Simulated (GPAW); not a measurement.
# Ti (Im-3m) in GPAW: notebook

The runs below take Ti through relaxation of cell and atoms, with revPBE+D3(BJ), revPBE+D4, BLYP+D3(BJ).

Everything below comes from runs of GPAW 26.7.0. Logs are shortened: lines on timing, memory, paths and dates and some standing lists are left out, and cuts for length are marked. The log counts tension as positive stress, the text compression.

## Step 1: Starting point

It takes space group Im-3m (No. 229, cubic). Conventional cell: a = 3.282 Å, b = 3.282 Å, c = 3.282 Å, α = 90.00°, β = 90.00°, γ = 90.00°. Ti (site symmetry m-3m) is surrounded by 8 Ti at 2.84 Å.

This isn't the form of Ti at room conditions, which is hcp.

## Step 2: Relaxation of cell and atoms, revPBE+D3(BJ)

run.py

```python
from ase.calculators.mixing import SumCalculator
from ase.filters import FrechetCellFilter
from ase.io import read, write
from ase.optimize import FIRE
from dftd3.ase import DFTD3
from gpaw import GPAW, PW

atoms = read('Ti.xyz')

calc = GPAW(mode=PW(600),
            xc='revPBE',
            kpts={'size': (11, 11, 11), 'gamma': True},
            occupations={'name': 'fermi-dirac', 'width': 0.05},
            nbands=14,
            convergence={'density': 1e-05, 'forces': 0.0001},
            maxiter=150,
            txt='gpaw.txt')
atoms.calc = SumCalculator([calc, DFTD3(method='revpbe', damping='d3bj')])
opt = FIRE(FrechetCellFilter(atoms), trajectory='relax.traj', logfile='-')
done = opt.run(fmax=0.05, steps=40)
calc.write('gs.gpw')
write('result.traj', atoms)
print('Converged:', done)
print('Cell:', atoms.cell.cellpar().round(4))
print('Volume:', round(atoms.get_volume(), 4))
print(atoms.get_scaled_positions().round(5))
```

Ti.xyz

```xyz
1
Lattice="-1.6410000000 1.6410000000 1.6410000000 1.6410000000 -1.6410000000 1.6410000000 1.6410000000 1.6410000000 -1.6410000000" Properties=species:S:1:pos:R:3 pbc="T T T"
Ti     0.0000000000      0.0000000000      0.0000000000
```

Potentials or basis: the program's PAW data sets (release 1.2.1) made for this functional, pw.

Run with:

```console
$ OMP_NUM_THREADS=1 python run.py
```

gpaw.txt:

```text
__  _  _
 | _ |_)|_||  |
 |__||  | ||/\| - 26.7.0

Input parameters:
  mode=PW(ecut=600.0),
  convergence={'density': 1e-05, 'forces': 0.0001},
  kpts=MonkhorstPack(size=(11, 11, 11), gamma=True),
  maxiter=150,
  nbands=14,
  occupations=Occupations(name='fermi-dirac', width=0.05),
  xc=XC(name='revPBE')

Diagonalizing LCAO Hamiltonian
Converting LCAO to pw mode

       Ti

Atoms  # Å, Bohr magnetons
|   | symbol |        x |        y |        z |    initial magnetic moments |
|---|--------|----------|----------|----------|-----------------------------|
| 0 |     Ti | 0.000000 | 0.000000 | 0.000000 | ( 0.0000,  0.0000,  0.0000) |

Unit cell  # Å
| periodic |         x |         y |         z |  lengths |     angles |
|----------|-----------|-----------|-----------|----------|------------|
|      yes | -1.641000 |  1.641000 |  1.641000 | 2.842295 | 109.471221 |
|      yes |  1.641000 | -1.641000 |  1.641000 | 2.842295 | 109.471221 |
|      yes |  1.641000 |  1.641000 | -1.641000 | 2.842295 | 109.471221 |

Number of symmetries: 48
Symmetry operations  # r_c * U_cc + t_c -> r_c
|    | kind |            matrix            |
|----|------|------------------------------|
|  0 |  σ   |  1, 1, 1,  0, 0,-1,  0,-1, 0 |
|  1 |  C4  |  1, 1, 1,  0, 0,-1, -1, 0, 0 |
|  2 |  C2  |  1, 1, 1,  0,-1, 0,  0, 0,-1 |
|  3 |  S6  |  1, 1, 1,  0,-1, 0, -1, 0, 0 |
|  4 |  S6  |  1, 1, 1, -1, 0, 0,  0, 0,-1 |
|  5 |  C4  |  1, 1, 1, -1, 0, 0,  0,-1, 0 |
|  6 |  E   |  1, 0, 0,  0, 1, 0,  0, 0, 1 |
|  7 |  σ   |  1, 0, 0,  0, 1, 0, -1,-1,-1 |
|  8 |  σ   |  1, 0, 0,  0, 0, 1,  0, 1, 0 |
[... 213 lines left out ...]
Interpolating wave functions to new cell

       Ti

Atoms  # Å, Bohr magnetons
|   | symbol |        x |        y |        z |    initial magnetic moments |
|---|--------|----------|----------|----------|-----------------------------|
| 0 |     Ti | 0.000000 | 0.000000 | 0.000000 | ( 0.0000,  0.0000,  0.0000) |

Unit cell  # Å
| periodic |         x |         y |         z |  lengths |     angles |
|----------|-----------|-----------|-----------|----------|------------|
|      yes | -1.620833 |  1.620833 |  1.620833 | 2.807366 | 109.471221 |
|      yes |  1.620833 | -1.620833 |  1.620833 | 2.807366 | 109.471221 |
|      yes |  1.620833 |  1.620833 | -1.620833 | 2.807366 | 109.471221 |

Number of symmetries: 48
Symmetry operations  # r_c * U_cc + t_c -> r_c
|    | kind |            matrix            |
|----|------|------------------------------|
|  0 |  σ   |  1, 1, 1,  0, 0,-1,  0,-1, 0 |
|  1 |  C4  |  1, 1, 1,  0, 0,-1, -1, 0, 0 |
|  2 |  C2  |  1, 1, 1,  0,-1, 0,  0, 0,-1 |
|  3 |  S6  |  1, 1, 1,  0,-1, 0, -1, 0, 0 |
|  4 |  S6  |  1, 1, 1, -1, 0, 0,  0, 0,-1 |
|  5 |  C4  |  1, 1, 1, -1, 0, 0,  0,-1, 0 |
|  6 |  E   |  1, 0, 0,  0, 1, 0,  0, 0, 1 |
|  7 |  σ   |  1, 0, 0,  0, 1, 0, -1,-1,-1 |
|  8 |  σ   |  1, 0, 0,  0, 0, 1,  0, 1, 0 |
[... 213 lines left out ...]
Interpolating wave functions to new cell

       Ti

Atoms  # Å, Bohr magnetons
|   | symbol |         x |         y |         z |    initial magnetic moments |
|---|--------|-----------|-----------|-----------|-----------------------------|
| 0 |     Ti | -0.000000 | -0.000000 | -0.000000 | ( 0.0000,  0.0000,  0.0000) |

Unit cell  # Å
| periodic |         x |         y |         z |  lengths |     angles |
|----------|-----------|-----------|-----------|----------|------------|
|      yes | -1.587229 |  1.587229 |  1.587229 | 2.749161 | 109.471221 |
|      yes |  1.587229 | -1.587229 |  1.587229 | 2.749161 | 109.471221 |
|      yes |  1.587229 |  1.587229 | -1.587229 | 2.749161 | 109.471221 |

Number of symmetries: 48
Symmetry operations  # r_c * U_cc + t_c -> r_c
|    | kind |            matrix            |
|----|------|------------------------------|
|  0 |  σ   |  1, 1, 1,  0, 0,-1,  0,-1, 0 |
|  1 |  C4  |  1, 1, 1,  0, 0,-1, -1, 0, 0 |
|  2 |  C2  |  1, 1, 1,  0,-1, 0,  0, 0,-1 |
|  3 |  S6  |  1, 1, 1,  0,-1, 0, -1, 0, 0 |
|  4 |  S6  |  1, 1, 1, -1, 0, 0,  0, 0,-1 |
|  5 |  C4  |  1, 1, 1, -1, 0, 0,  0,-1, 0 |
|  6 |  E   |  1, 0, 0,  0, 1, 0,  0, 0, 1 |
|  7 |  σ   |  1, 0, 0,  0, 1, 0, -1,-1,-1 |
|  8 |  σ   |  1, 0, 0,  0, 0, 1,  0, 1, 0 |
[... 926 lines left out ...]
Stress tensor  # eV/Ang^3
|         x |         y |         z |
|-----------|-----------|-----------|
| -0.120995 |  0.000000 | -0.000000 |
|  0.000000 | -0.120995 |  0.000000 |
| -0.000000 |  0.000000 | -0.120995 |

Forces  # eV/Ang
|       x |        y |        z |
|---------|----------|----------|
| 0.00000 | -0.00000 | -0.00000 |  # Ti   0

Interpolating wave functions to new cell

       Ti

Atoms  # Å, Bohr magnetons
|   | symbol |        x |        y |         z |    initial magnetic moments |
|---|--------|----------|----------|-----------|-----------------------------|
| 0 |     Ti | 0.000000 | 0.000000 | -0.000000 | ( 0.0000,  0.0000,  0.0000) |
[... 222 lines left out ...]
Stress tensor  # eV/Ang^3
|         x |         y |         z |
|-----------|-----------|-----------|
| -0.107908 | -0.000000 | -0.000000 |
| -0.000000 | -0.107908 |  0.000000 |
| -0.000000 |  0.000000 | -0.107908 |

Forces  # eV/Ang
|        x |       y |       z |
|----------|---------|---------|
| -0.00000 | 0.00000 | 0.00000 |  # Ti   0

Interpolating wave functions to new cell

       Ti

Atoms  # Å, Bohr magnetons
|   | symbol |        x |        y |         z |    initial magnetic moments |
|---|--------|----------|----------|-----------|-----------------------------|
| 0 |     Ti | 0.000000 | 0.000000 | -0.000000 | ( 0.0000,  0.0000,  0.0000) |
[... 1183 lines left out ...]
Stress tensor  # eV/Ang^3
|         x |         y |         z |
|-----------|-----------|-----------|
| -0.078582 | -0.000000 | -0.000000 |
| -0.000000 | -0.078582 | -0.000000 |
| -0.000000 | -0.000000 | -0.078582 |

Forces  # eV/Ang
|       x |        y |        z |
|---------|----------|----------|
| 0.00000 | -0.00000 | -0.00000 |  # Ti   0

Interpolating wave functions to new cell

       Ti

Atoms  # Å, Bohr magnetons
|   | symbol |        x |        y |         z |    initial magnetic moments |
|---|--------|----------|----------|-----------|-----------------------------|
| 0 |     Ti | 0.000000 | 0.000000 | -0.000000 | ( 0.0000,  0.0000,  0.0000) |
[... 170 lines left out ...]
SCF iterations
|iter     | |      energy | eigst |  dens |force |
|---------|-|-------------|-------|-------|------|
|iter:   1| |   -6.158733 | -4.78 |       |      |
|iter:   2| |   -6.158733 | -7.39 | -3.60 |      |
|iter:   3| |   -6.158738c| -6.53 | -3.65 |      |
|iter:   4| |   -6.158739c| -7.61c| -4.43 |      |
|iter:   5| |   -6.158739c| -8.26c| -4.69 |      |
|iter:   6| |   -6.158739c|-10.01c| -5.77c|      |
|iter:   7| |   -6.158739c|-10.54c| -6.22c|-25.32c|

Converged in 7 steps
Energy contributions relative to reference atoms: (reference = -23227.461611)

Energy contributions:
  Kinetic:           9.158057
  Coulomb:          -7.716618
  Zero:              0.008986
  External:          0.000000
  Xc:               -7.600295
  Entropy:          -0.017740
  Spinorbit:         0.000000
  ----------------------------
  Free energy:      -6.167609
  Extrapolated:     -6.158739
[... 25 lines left out ...]
Stress tensor  # eV/Ang^3
|         x |         y |         z |
|-----------|-----------|-----------|
| -0.078974 | -0.000000 | -0.000000 |
| -0.000000 | -0.078974 |  0.000000 |
| -0.000000 |  0.000000 | -0.078974 |

Forces  # eV/Ang
|       x |       y |        z |
|---------|---------|----------|
| 0.00000 | 0.00000 | -0.00000 |  # Ti   0

# Writing to gs.gpw (mode='')
```

stdout:

```text
Step          Energy          fmax
FIRE:    0       -7.326226        1.236533
FIRE:    1       -7.362051        0.858550
FIRE:    2       -7.389742        0.165959
FIRE:    3       -7.368202        0.655672
FIRE:    4       -7.371719        0.593829
FIRE:    5       -7.377431        0.477000
FIRE:    6       -7.383725        0.317351
FIRE:    7       -7.388288        0.131855
FIRE:    8       -7.390115        0.061791
FIRE:    9       -7.390125        0.060434
FIRE:   10       -7.390082        0.057710
FIRE:   11       -7.390109        0.053780
FIRE:   12       -7.390122        0.048692
Converged: True
Cell: [  2.74     2.74     2.74   109.4712 109.4712 109.4712]
Volume: 15.8346
[[0. 0. 0.]]
```

It took 76 s on 1 thread of Arm Neoverse V1, shared host; peak memory 0.21 GiB.

What came out:

| Quantity | Value |
| --- | --- |
| Free energy | -7.3990 eV |
| Relaxed volume | 15.83 Å³/atom |
| Relaxed cell | a = 2.740 Å, b = 2.740 Å, c = 2.740 Å, α = 109.47°, β = 109.47°, γ = 109.47° |
| Space group after relaxing (to 0.05 Å) | Im-3m (No. 229) |
| Energy gained by relaxing | 63.9 meV/atom |
| Ionic steps | 13 |
| Pressure after relaxing | -0.5 GPa |
| Band gap on the k mesh | none (metal or under the smearing width) |
| Dispersion energy per atom | -1.231 eV |

The path:
```tsv
step	energy change (eV)	largest force (eV/Å)	pressure (GPa)	volume (Å³)
1	0.0000	0.0000	-11.21	17.68
2	-0.0358	0.0000	-8.08	17.03
3	-0.0635	0.0000	-1.66	15.99
4	-0.0420	0.0000	7.03	14.95
5	-0.0455	0.0000	6.33	15.02
6	-0.0512	0.0000	5.04	15.16
7	-0.0575	0.0000	3.31	15.36
8	-0.0621	0.0000	1.35	15.60
9	-0.0639	0.0000	-0.62	15.85
10	-0.0639	0.0000	-0.61	15.85
11	-0.0639	0.0000	-0.58	15.85
12	-0.0639	0.0000	-0.54	15.84
13	-0.0639	0.0000	-0.49	15.83
```

Final structure:
```yaml
crystal:
  lattice:
    - [-1.58191, 1.58191, 1.58191]
    - [1.58191, -1.58191, 1.58191]
    - [1.58191, 1.58191, -1.58191]
  atoms:
    - { symbol: Ti, position: [0.00000, 0.00000, 0.00000] }
```

Caveat: later steps reuse the first step's grids; the volume moved by -10 % from the deposited cell, more than functionals usually miss; pairwise dispersion overbinds metals, which lowers pressure and volume.

## Step 3: Relaxation of cell and atoms, revPBE+D4

run.py

```python
from ase import Atoms
from ase.calculators.mixing import SumCalculator
from ase.filters import FrechetCellFilter
from ase.io import write
from ase.optimize import LBFGS
from dftd4.ase import DFTD4
from gpaw import GPAW, PW

atoms = Atoms(['Ti'],
              cell=[[-1.641, 1.641, 1.641],
                    [1.641, -1.641, 1.641],
                    [1.641, 1.641, -1.641]],
              scaled_positions=[[0.0, 0.0, 0.0]],
              pbc=True)

calc = GPAW(mode=PW(600),
            xc='revPBE',
            kpts={'size': (11, 11, 11), 'gamma': True},
            occupations={'name': 'fermi-dirac', 'width': 0.05},
            nbands=14,
            convergence={'density': 1e-05, 'forces': 0.0001},
            maxiter=150,
            txt='gpaw.txt')
atoms.calc = SumCalculator([calc, DFTD4(method='revpbe')])
opt = LBFGS(FrechetCellFilter(atoms), trajectory='relax.traj', logfile='-')
done = opt.run(fmax=0.05, steps=40)
calc.write('gs.gpw')
write('result.traj', atoms)
print('Converged:', done)
print('Cell:', atoms.cell.cellpar().round(4))
print('Volume:', round(atoms.get_volume(), 4))
print(atoms.get_scaled_positions().round(5))
```

Potentials or basis: the program's PAW data sets (release 1.2.1) made for this functional, pw.

Run with:

```console
$ OMP_NUM_THREADS=1 python run.py
```

Wall time 27 s (1 thread of Arm Neoverse V1, shared host); peak memory 0.16 GiB.

It converged, with:

```
Free energy                            : -6.5459 eV
Relaxed volume                         : 17.07 Å³/atom
Relaxed cell                           : a = 2.809 Å, b = 2.809 Å, c = 2.809 Å, α = 109.47°, β = 109.47°, γ = 109.47°
Space group after relaxing (to 0.05 Å) : Im-3m (No. 229)
Energy gained by relaxing              : 3.8 meV/atom
Ionic steps                            : 3
Pressure after relaxing                : 0.0 GPa
Band gap on the k mesh                 : none (metal or under the smearing width)
Dispersion energy per atom             : -0.312 eV
```

Step by step:
```tsv
step	energy change (eV)	largest force (eV/Å)	pressure (GPa)	volume (Å³)
1	0.0000	0.0000	-3.48	17.68
2	-0.0034	0.0000	-1.88	17.39
3	-0.0038	0.0000	0.04	17.07
```

Final structure:
```yaml
crystal:
  lattice:
    - [-1.62195, 1.62195, 1.62195]
    - [1.62195, -1.62195, 1.62195]
    - [1.62195, 1.62195, -1.62195]
  atoms:
    - { symbol: Ti, position: [0.00000, 0.00000, 0.00000] }
```

Levels at points of the mesh, in eV from the Fermi level:
```tsv
k point	band 4	band 5	band 6	band 7	band 8	band 9
(0.00, 0.00, 0.00)	-32.37	-5.96	1.03	1.03	1.03	2.82
```

Caveat: later steps reuse the first step's grids; pairwise dispersion overbinds metals, which lowers pressure and volume.

## Step 4: Relaxation of cell and atoms, BLYP+D3(BJ)

run.py: that of step 3 with these lines changed.

```diff
@@ -5,4 +5,6 @@
 from ase.optimize import LBFGS
-from dftd4.ase import DFTD4
-from gpaw import GPAW, PW
+from dftd3.ase import DFTD3
+from gpaw import GPAW, PW, setup_paths
+
+setup_paths.insert(0, '.')
 
@@ -16,3 +18,3 @@
 calc = GPAW(mode=PW(600),
-            xc='revPBE',
+            xc='BLYP',
             kpts={'size': (11, 11, 11), 'gamma': True},
@@ -21,5 +23,6 @@
             convergence={'density': 1e-05, 'forces': 0.0001},
+            eigensolver='davidson',
             maxiter=150,
             txt='gpaw.txt')
-atoms.calc = SumCalculator([calc, DFTD4(method='revpbe')])
+atoms.calc = SumCalculator([calc, DFTD3(method='blyp', damping='d3bj')])
 opt = LBFGS(FrechetCellFilter(atoms), trajectory='relax.traj', logfile='-')
```

Potentials or basis: PAW data sets generated in the run's folder for this functional, pw.

Run with:

```console
$ gpaw-setup -f BLYP Ti
$ OMP_NUM_THREADS=1 python run.py
```

gpaw.txt:

```text
__  _  _
 | _ |_)|_||  |
 |__||  | ||/\| - 26.7.0

Input parameters:
  mode=PW(ecut=600.0),
  convergence={'density': 1e-05, 'forces': 0.0001},
  eigensolver=Davidson(niter=2),
  kpts=MonkhorstPack(size=(11, 11, 11), gamma=True),
  maxiter=150,
  nbands=14,
  occupations=Occupations(name='fermi-dirac', width=0.05),
  xc=XC(name='BLYP')

Diagonalizing LCAO Hamiltonian
Converting LCAO to pw mode

       Ti

Atoms  # Å, Bohr magnetons
|   | symbol |        x |        y |        z |    initial magnetic moments |
|---|--------|----------|----------|----------|-----------------------------|
| 0 |     Ti | 0.000000 | 0.000000 | 0.000000 | ( 0.0000,  0.0000,  0.0000) |

Unit cell  # Å
| periodic |         x |         y |         z |  lengths |     angles |
|----------|-----------|-----------|-----------|----------|------------|
|      yes | -1.641000 |  1.641000 |  1.641000 | 2.842295 | 109.471221 |
|      yes |  1.641000 | -1.641000 |  1.641000 | 2.842295 | 109.471221 |
|      yes |  1.641000 |  1.641000 | -1.641000 | 2.842295 | 109.471221 |
[... 163 lines left out ...]
SCF iterations
|iter     | |      energy | eigst |  dens |force |
|---------|-|-------------|-------|-------|------|
|iter:   1| |   -5.591298 | -0.11 |       |      |
|iter:   2| |   -5.566984 | -2.31 | -1.39 |      |
|iter:   3| |   -5.496942 | -1.89 | -1.44 |      |
|iter:   4| |   -5.491776 | -3.32 | -2.00 |      |
|iter:   5| |   -5.494645c| -3.57 | -2.29 |      |
|iter:   6| |   -5.494661c| -5.28 | -3.43 |      |
|iter:   7| |   -5.494665c| -5.94 | -3.74 |      |
|iter:   8| |   -5.494664c| -7.78c| -4.83 |      |
|iter:   9| |   -5.494665c| -9.37c| -5.31c|      |
|iter:  10| |   -5.494665c|-10.43c| -6.01c|-23.85c|
[... 37 lines left out ...]
No gap
No difference between direct/indirect transitions

Stress tensor  # eV/Ang^3
|        x |         y |         z |
|----------|-----------|-----------|
| 0.005609 |  0.000000 |  0.000000 |
| 0.000000 |  0.005609 | -0.000000 |
| 0.000000 | -0.000000 |  0.005609 |

Forces  # eV/Ang
|       x |       y |       z |
|---------|---------|---------|
| 0.00000 | 0.00000 | 0.00000 |  # Ti   0

Interpolating wave functions to new cell

       Ti
[... 228 lines left out ...]
Stress tensor  # eV/Ang^3
|         x |         y |         z |
|-----------|-----------|-----------|
| -0.041415 |  0.000000 |  0.000000 |
|  0.000000 | -0.041415 |  0.000000 |
|  0.000000 |  0.000000 | -0.041415 |

Forces  # eV/Ang
|       x |       y |        z |
|---------|---------|----------|
| 0.00000 | 0.00000 | -0.00000 |  # Ti   0

Interpolating wave functions to new cell

       Ti
[... 228 lines left out ...]
Stress tensor  # eV/Ang^3
|         x |         y |         z |
|-----------|-----------|-----------|
| -0.122446 |  0.000000 | -0.000000 |
|  0.000000 | -0.122446 |  0.000000 |
| -0.000000 |  0.000000 | -0.122446 |

Forces  # eV/Ang
|        x |        y |       z |
|----------|----------|---------|
| -0.00000 | -0.00000 | 0.00000 |  # Ti   0

Interpolating wave functions to new cell

       Ti
[... 227 lines left out ...]
Stress tensor  # eV/Ang^3
|         x |         y |         z |
|-----------|-----------|-----------|
| -0.112458 | -0.000000 | -0.000000 |
| -0.000000 | -0.112458 |  0.000000 |
| -0.000000 |  0.000000 | -0.112458 |

Forces  # eV/Ang
|        x |        y |        z |
|----------|----------|----------|
| -0.00000 | -0.00000 | -0.00000 |  # Ti   0

# Writing to gs.gpw (mode='')
```

stdout:

```text
Step          Energy          fmax
LBFGS:    0       -6.888189        1.563903
LBFGS:    1       -6.965274        0.894895
LBFGS:    2       -6.994158        0.110909
LBFGS:    3       -6.995505        0.005182
Converged: True
Cell: [  2.7066   2.7066   2.7066 109.4712 109.4712 109.4712]
Volume: 15.2628
[[0. 0. 0.]]
```

Run time: 31 s. Hardware: 1 thread of Arm Neoverse V1, shared host; peak memory 0.17 GiB.

Results:

```yaml
Free_energy: -7.0029 eV
Relaxed_volume: 15.26 Å³/atom
Relaxed_cell: a = 2.707 Å, b = 2.707 Å, c = 2.707 Å, α = 109.47°, β = 109.47°, γ = 109.47°
Space_group_after_relaxing_to_0.05_Å: Im-3m (No. 229)
Energy_gained_by_relaxing: 107.3 meV/atom
Ionic_steps: 4
Pressure_after_relaxing: -0.1 GPa
Band_gap_on_the_k_mesh: none (metal or under the smearing width)
Dispersion_energy_per_atom: -1.627 eV
```

Step by step:
| step | energy change (eV) | largest force (eV/Å) | pressure (GPa) | volume (Å³) |
| --- | --- | --- | --- | --- |
| 1 | 0.0000 | 0.0000 | -14.18 | 17.68 |
| 2 | -0.0771 | 0.0000 | -8.67 | 16.53 |
| 3 | -0.1060 | 0.0000 | 1.18 | 15.11 |
| 4 | -0.1073 | 0.0000 | -0.05 | 15.26 |

Final structure:
```
Ti
1.0
    -1.56264    1.56264    1.56264
     1.56264   -1.56264    1.56264
     1.56264    1.56264   -1.56264
Ti
1
Direct
  0.00000 0.00000 0.00000
```

Caveat: later steps reuse the first step's grids; the volume moved by -14 % from the deposited cell, more than functionals usually miss; pairwise dispersion overbinds metals, which lowers pressure and volume.

## Step 5: The runs side by side

| level | potentials or basis | optimizer | eigensolver | gap on the mesh (eV) | pressure (GPa) | relaxed volume (Å³/atom) |
| --- | --- | --- | --- | --- | --- | --- |
| revPBE+D3(BJ) | the program's PAW data sets (release 1.2.1) made for this functional, pw | FIRE | - | none | -0.5 | 15.83 |
| revPBE+D4 | the program's PAW data sets (release 1.2.1) made for this functional, pw | LBFGS | - | none | 0.0 | 17.07 |
| BLYP+D3(BJ) | PAW data sets generated in the run's folder for this functional, pw | LBFGS | davidson | none | -0.1 | 15.26 |

Alike in all rows: task relaxation of cell and atoms; no spin polarisation; cell relaxed; k mesh 11 × 11 × 11; cutoff (eV) 600; smearing fermi-dirac 0.05 eV.

Caveats: later steps reuse the first step's grids; pairwise dispersion overbinds metals, which lowers pressure and volume; the volume moved by -10 % from the deposited cell, more than functionals usually miss (some runs); the volume moved by -14 % from the deposited cell, more than functionals usually miss (some runs).

Absolute energies hang on the potentials; compare differences alone.
